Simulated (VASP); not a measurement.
# BeTe (F-43m) in VASP: notebook

Aim: see how the results for BeTe move with the level of theory and the settings. Levels: PBE, PBEsol0. Tasks: single point, relaxation of cell and atoms.

Program: VASP 6.6.1. These are calculated values, not measurements. Logs are shortened: lines on timing, memory, paths and dates and some standing lists are left out, and cuts for length are marked.

## Step 1: The crystal as given

It takes space group F-43m (No. 216, cubic). Conventional cell: a = 5.540 Å, b = 5.540 Å, c = 5.540 Å, α = 90.00°, β = 90.00°, γ = 90.00°. Around Te (site symmetry -43m) lie 4 Be at 2.40 Å. Be (site symmetry -43m) has 4 Te at 2.40 Å as nearest neighbours.

## Step 2: Single point, PBE

File INCAR:

```
ALGO = Normal
EDIFF = 1E-6
ENCUT = 520
GGA = PE
ISIF = 2
ISMEAR = 0
LASPH = T
LCHARG = F
LREAL = F
LWAVE = F
NELM = 80
PREC = Accurate
SIGMA = 0.015
```

File KPOINTS:

```
k-points
0
Gamma
  8 8 8
```

File POSCAR:

```
BeTe
1.0
    0.0000000000      2.7700000000      2.7700000000
    2.7700000000      0.0000000000      2.7700000000
    2.7700000000      2.7700000000      0.0000000000
Te Be
1 1
Direct
    0.7500000000      0.7500000000      0.7500000000
    0.0000000000      0.0000000000      0.0000000000
```

Potentials or basis: VASP PAW PBE potentials, release 64 (Te, Be).

Run with:

```
> cat potpaw_PBE.64/Te/POTCAR potpaw_PBE.64/Be/POTCAR > POTCAR
> mpirun -np 1 vasp_std > vasp.out
```

OUTCAR:

```text
EDIFF = 1E-6
   ENCUT = 520
   GGA = PE
   ISIF = 2
   ISMEAR = 0
   LASPH = T
   LREAL = F
   NELM = 80
   PREC = Accurate

 ion  position               nearest neighbor table
   1  0.750  0.750  0.750-   2 2.40   2 2.40   2 2.40   2 2.40
   2  0.000  0.000  0.000-   1 2.40   1 2.40   1 2.40   1 2.40

  LATTYP: Found a face centered cubic cell.
 ALAT       =     5.5400000000

  Lattice vectors:

 A1 = (   0.0000000000,   2.7700000000,   2.7700000000)
 A2 = (   2.7700000000,   0.0000000000,   2.7700000000)
 A3 = (   2.7700000000,   2.7700000000,   0.0000000000)

Analysis of symmetry for initial positions (statically):
=====================================================================
 Subroutine PRICEL returns:
 Original cell was already a primitive cell.

 Routine SETGRP: Setting up the symmetry group for a
 face centered cubic supercell.

 Subroutine GETGRP returns: Found 24 space group operations
 (whereof 24 operations were pure point group operations)
 out of a pool of 48 trial point group operations.

The static configuration has the point symmetry T_d .

Analysis of symmetry for dynamics (positions and initial velocities):
=====================================================================
 Subroutine PRICEL returns:
 Original cell was already a primitive cell.

 Routine SETGRP: Setting up the symmetry group for a
 face centered cubic supercell.

 Subroutine GETGRP returns: Found 24 space group operations
 (whereof 24 operations were pure point group operations)
 out of a pool of 48 trial point group operations.

The dynamic configuration has the point symmetry T_d .

 Subroutine INISYM returns: Found 24 space group operations
 (whereof 24 operations are pure point group operations),
 and found     1 'primitive' translations

----------------------------------------------------------------------------------------

                                     Primitive cell

  volume of cell :      42.5079

  direct lattice vectors                    reciprocal lattice vectors
     0.000000000  2.770000000  2.770000000    -0.180505415  0.180505415  0.180505415
     2.770000000  0.000000000  2.770000000     0.180505415 -0.180505415  0.180505415
     2.770000000  2.770000000  0.000000000     0.180505415  0.180505415 -0.180505415

  length of vectors
     3.917371568  3.917371568  3.917371568     0.312644550  0.312644550  0.312644550

  position of ions in fractional coordinates (direct lattice)
     0.750000000  0.750000000  0.750000000
     0.000000000  0.000000000  0.000000000

[... 82 lines left out ...]
   ISIF   =      2    stress and relaxation
   ISYM   =      2    0-nonsym 1-usesym 2-fastsym
   POTIM  = 0.5000    time-step for ionic-motion
   TEBEG  =    0.0;   TEEND  =   0.0 temperature during run
   PSTRESS=    0.0 pullay stress
   NELECT =       8.0000    total number of electrons
   NUPDOWN=      -1.0000    fix difference up-down
   EMIN   =  10.00;   EMAX   =-10.00  energy-range for DOS
   EFERMI =   0.00;   METHOD = LEGACY
   ISMEAR =     0;   SIGMA  =   0.01  broadening in eV -4-tet -1-fermi 0-gaus
   EFERMI_NEDOS =   21; number of points for ismear=-14 and -15
   IALGO  =     38    algorithm
   IMIX   =      4    mixing-type and parameters
     AMIX     =   0.40;   BMIX     =  1.00
     AMIX_MAG =   1.60;   BMIX_MAG =  1.00
  volume/ion in A,a.u.               =      21.25       143.43
  Fermi-wavevector in a.u.,A,eV,Ry     =   0.938170  1.772885 11.975354  0.880164
  Thomas-Fermi vector in A             =   2.065355
   LORBIT       =      0    0 simple, 1 ext, 2 COOP (PROOUT), +10 PAW based schemes
   GGA     = PE    functional components
   LHFCALC =     F    Hartree Fock is set to
   AEXX    =    0.0000 exact exchange contribution
   IVDW    =     0    specifies the selected vdW correction
   LEPSILON=     F    determine dielectric tensor
   LRPA    =     F    only Hartree local field effects (RPA)
 non-spin polarized calculation
 Gauss-broadening in eV      SIGMA  =   0.01
  energy-cutoff  :      520.00
  volume of cell :       42.51
 maximum number of plane-waves:      1162
 NGX is ok and might be reduce to    30
   NGX = 15   NGY = 15   NGZ = 15

 number of electron       8.0000000 magnetization

 Free energy of the ion-electron system (eV)
  ---------------------------------------------------
  ext. energy  EPLUGINS =         0.00000000
  ---------------------------------------------------
  free energy    TOTEN  =        -7.58477386 eV

  energy without entropy =       -7.58477386  energy(sigma->0) =       -7.58477386

 E-fermi :   5.7802     XC(G=0):  -9.2569

 val. band max:        5.6645191813   @ k =   0.0000   0.0000   0.0000
 cond. band min:       7.5118086181   @ k =   0.5000   0.5000   0.0000
 fundamental gap:      1.8472894368
 Fermi energy:         5.7801914660

 k-point     1 :       0.0000    0.0000    0.0000
  band No.  band energies     occupation
      1      -6.9704      2.00000
      2       5.6645      2.00000
      3       5.6645      2.00000
      4       5.6645      2.00000
      5       9.2287      0.00000
      6       9.2287      0.00000
      7       9.2287      0.00000
      8       9.8556      0.00000
[... 243 lines left out ...]
 k-point    24 :      -0.3750    0.2500    0.1250
  band No.  band energies     occupation
      1      -5.2331      2.00000
      2       0.2476      2.00000
      3       2.5866      2.00000
      4       3.6101      2.00000
      5       9.8499      0.00000
      6      10.1084      0.00000
      7      12.4872      0.00000
      8      13.5784      0.00000

 [... further k-points ...]

------------------------ aborting loop because EDIFF is reached ----------------------------------------

  FORCE on cell =-STRESS in cart. coord.  units (eV):
  Direction    XX          YY          ZZ          XY          YZ          ZX
  --------------------------------------------------------------------------------------
  -------------------------------------------------------------------------------------
  Total        1.1819429      1.1819429      1.1819429      0.0000000      0.0000000      0.0000000
  in kB       44.5489826     44.5489826     44.5489826      0.0000000      0.0000000      0.0000000
  external PRESSURE =      44.5489826 kB  Pullay stress =       0.0000000 kB

 VOLUME and BASIS-vectors are now :
 -----------------------------------------------------------------------------
  energy-cutoff  :      520.00
  volume of cell :       42.51
      direct lattice vectors                 reciprocal lattice vectors
     0.000000000  2.770000000  2.770000000    -0.180505415  0.180505415  0.180505415
     2.770000000  0.000000000  2.770000000     0.180505415 -0.180505415  0.180505415
     2.770000000  2.770000000  0.000000000     0.180505415  0.180505415 -0.180505415

 POSITION                                       TOTAL-FORCE (eV/Angst)
 -----------------------------------------------------------------------------------
      4.15500      4.15500      4.15500        -0.000000     -0.000000     -0.000000
      0.00000      0.00000      0.00000         0.000000      0.000000      0.000000
 -----------------------------------------------------------------------------------
    total drift:                               -0.000000     -0.000000     -0.000000

  FREE ENERGIE OF THE ION-ELECTRON SYSTEM (eV)
  ---------------------------------------------------
  free  energy   TOTEN  =        -7.5847738637 eV

  energy  without entropy=       -7.5847738637  energy(sigma->0) =       -7.58477386
```

stdout:

```text
POSCAR found type information on POSCAR TeBe
 POSCAR found :  2 types and       2 ions
 scaLAPACK will be used
 LDA part: xc-table for (Slater+PW92), standard interpolation
 POSCAR, INCAR and KPOINTS ok, starting setup
 FFT: planning ... GRIDC
 FFT: planning ... GRID_SOFT
 FFT: planning ... GRID
 WAVECAR not read
 entering main loop
```

Run time: 18 s. Hardware: 1 thread of AMD EPYC 7R43 (Zen 3), shared host; peak memory 0.13 GiB.

Results:

* Free energy: -7.5848 eV
* Pressure: 4.5 GPa
* Band gap on the k mesh: 1.85 eV, indirect (least direct gap 3.56 eV)

Caveat: spin-orbit coupling is left out, which moves the levels of the heavy elements. A k mesh can miss the band edges.

## Step 3: Relaxation of cell and atoms, PBEsol0

POSCAR is that of step 2.

File INCAR.step1:

```
SYSTEM = BeTe
PREC = Accurate
ENCUT = 600
EDIFF = 1E-5
ISMEAR = -1
SIGMA = 0.05
LREAL = .False.
LASPH = .True.
NELM = 100
ALGO = Normal
LWAVE = .True.
LCHARG = .False.
GGA = PE
```

File INCAR.step2:

```
SYSTEM = BeTe
PREC = Accurate
ENCUT = 600
EDIFF = 1E-6
ISMEAR = -1
SIGMA = 0.05
LREAL = .False.
LASPH = .True.
NELM = 100
ALGO = Normal
ISIF = 3
LWAVE = .False.
LCHARG = .False.
GGA = PS
LHFCALC = .True.
AEXX = 0.25
PRECFOCK = Fast
IBRION = 2
NSW = 40
EDIFFG = -0.01
ISTART = 1
```

File KPOINTS:

```
Automatic mesh
0
Gamma
  4 4 4
  0 0 0
```

Potentials or basis: VASP PAW PBE potentials, release 64 (Te, Be).

Run with:

```
> cat potpaw_PBE.64/Te/POTCAR potpaw_PBE.64/Be/POTCAR > POTCAR
> cp INCAR.step1 INCAR
> mpirun -np 1 vasp_std > vasp.out
> cp INCAR.step2 INCAR
> mpirun -np 1 vasp_std > vasp.out
```

Wall time 4.9 min (1 thread of AMD EPYC 7R43 (Zen 3), shared host); peak memory 0.15 GiB.

The run converged. Its results:

* Free energy: -9.7206 eV
* Relaxed volume: 21.97 Å³/atom
* Relaxed cell: a = 3.961 Å, b = 3.961 Å, c = 3.961 Å, α = 60.00°, β = 60.00°, γ = 60.00°
* Space group after relaxing (to 0.05 Å): F-43m (No. 216)
* Energy gained by relaxing: 4.9 meV/atom
* Ionic steps: 3
* Pressure after relaxing: 0.0 GPa
* Band gap on the k mesh: 3.24 eV, indirect (least direct gap 5.20 eV)

Step by step:
```csv
step,energy change (eV),largest force (eV/Å),pressure (GPa),volume (Å³)
1,0.0000,0.0000,2.23,42.51
2,-0.0090,0.0000,-0.57,44.36
3,-0.0098,0.0000,-0.01,43.95
```

Final structure:
```yaml
crystal:
  lattice:
    - [0.00000, 2.80089, 2.80089]
    - [2.80089, 0.00000, 2.80089]
    - [2.80089, 2.80089, 0.00000]
  atoms:
    - { symbol: Te, position: [0.75000, 0.75000, 0.75000] }
    - { symbol: Be, position: [0.00000, 0.00000, 0.00000] }
```

Levels at points of the mesh, in eV from the valence-band top:
```
           k point  band 2  band 3  band 4  band 5  band 6  band 7
(0.00, 0.00, 0.00)    0.00    0.00    0.00    5.20    5.20    5.20
(0.50, 0.00, 0.00)   -6.29   -1.26   -1.26    4.59    6.19    6.19
(0.50, 0.50, 0.00)   -5.80   -2.98   -2.98    3.24    4.06   11.96
```

Caveat: the k mesh is coarse (spacing up to 0.49 Å⁻¹), so the values aren't converged, least of all with exact exchange; the PAW data sets were made with another functional, which shifts forces and pressure a little; spin-orbit coupling is left out, which moves the levels of the heavy elements.

## Step 4: For comparison

An earlier run on the cell as given: functional PBEsol; potentials or basis VASP PAW PBE potentials, release 64 (Te, Be); cutoff 520 eV; k mesh 8 × 8 × 8; occupations fermi-dirac, width 0.05 eV; no spin polarisation.

- Pressure: 2.5 GPa
- Band gap on the k mesh: 1.73 eV, indirect (least direct gap 3.55 eV)

## Step 5: Summary

```tsv
task	level	cell	k mesh	cutoff (eV)	smearing	grid for exact exchange (PRECFOCK)	exchange at q = 0	ladder	mesh quality	gap on the mesh (eV)	pressure (GPa)
single point	PBE	as given	8 × 8 × 8	520	gaussian 0.015 eV	-	-	-	not flagged	1.85	4.5
relaxation of cell and atoms	PBEsol0	relaxed	4 × 4 × 4	600	fermi-dirac 0.05 eV	Fast	default	-	coarse	3.24	0.0
single point	PBEsol	as given	8 × 8 × 8	520	fermi-dirac 0.05 eV	-	-	free	not flagged	1.73	2.5
```

Alike in all rows: potentials or basis VASP PAW PBE potentials, release 64 (Te, Be); no spin polarisation.

Caveats: some runs use coarse meshes; spin-orbit coupling is left out, which moves the levels of the heavy elements; the PAW data sets were made with another functional, which shifts forces and pressure a little (some runs).

Total energies depend on the potentials used, so only differences within one code and one set of settings carry meaning.
